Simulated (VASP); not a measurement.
Runs of VASP 6.6.1 on MgS (Niningerite). The structure is cubic, space group Fm-3m (No. 225). The conventional cell has a = 5.203 Å, b = 5.203 Å, c = 5.203 Å, α = 90.00°, β = 90.00°, γ = 90.00°. S (site symmetry m-3m) has 6 Mg at 2.60 Å as nearest neighbours. Mg (site symmetry m-3m) is surrounded by 6 S at 2.60 Å. 

| task | level | potentials or basis | cell | k mesh | cutoff (eV) | smearing | ladder | grid for exact exchange (PRECFOCK) | gap on the mesh (eV) | pressure (GPa) | relaxed volume (Å³/atom) |
| --- | --- | --- | --- | --- | --- | --- | --- | --- | --- | --- | --- |
| relaxation of cell and atoms | PBE | VASP PAW PBE potentials, release 64 (S_GW, Mg_sv_GW) | relaxed | 9 × 9 × 9 | 900 | fermi-dirac 0.05 eV | - | - | (a) | -0.1 | 17.88 |
| band structure | LDA | VASP PAW LDA potentials, release 64 (S, Mg) | as given | 10 × 10 × 10 | 520 | gaussian 0.02 eV | gaps | - | 2.56 | -3.8 | - |
| relaxation of cell and atoms | PBE+TS | VASP PAW PBE potentials, release 64 (S, Mg) | relaxed | 9 × 9 × 9 | 600 | fermi-dirac 0.05 eV | - | - | 2.95 | 0.0 | (b) |
| band structure | HSE03 | VASP PAW PBE potentials, release 64 (S, Mg) | as given | 6 × 6 × 6 | 520 | gaussian 0.02 eV | gaps | Fast | (c) | -0.6 | - |
| relaxation of cell and atoms | PBE+D4 | VASP PAW PBE potentials, release 64 (S, Mg) | relaxed | 9 × 9 × 9 | 600 | fermi-dirac 0.05 eV | - | - | 2.95 | 0.0 | 17.23 |

Alike in all rows: no spin polarisation.

Problem. Estimate the missing entries.

Solution. (a) 2.88; (b) 17.29; (c) 3.54.

Caveats: an odd mesh through Γ misses points on the zone boundary, where band edges often lie (some runs); the PAW data sets were made with another functional, which shifts forces and pressure a little (some runs).

Not every run made on this cell is shown here.
